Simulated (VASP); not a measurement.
CdSe:

```
Cd Se
1.0
     0.00000    3.04621    3.04621
     3.04621    0.00000    3.04621
     3.04621    3.04621    0.00000
Cd Se
1 1
Direct
  0.00000 0.00000 0.00000
  0.75000 0.75000 0.75000
```

Measurements of this composition are mostly on another form, of space group No. 186.

Base run:

- Program: VASP 6.6.1
- Functional: HSE06
- Potentials or basis: VASP PAW PBE potentials, release 64 (Cd, Se)
- Cutoff: 520 eV
- k mesh: 6 × 6 × 6
- Occupations: gaussian, width 0.03 eV
- Spin: no spin polarisation

Its results: band gap on the k mesh 1.56 eV, direct; pressure 1.6 GPa.

Q: The run is repeated on the same cell with these changes: functional from HSE06 to PBE0. What comes out?

A: Band gap on the k mesh 2.15 eV, direct; pressure 1.4 GPa.

Caveats: the PAW data sets were made with another functional, which shifts forces and pressure a little.
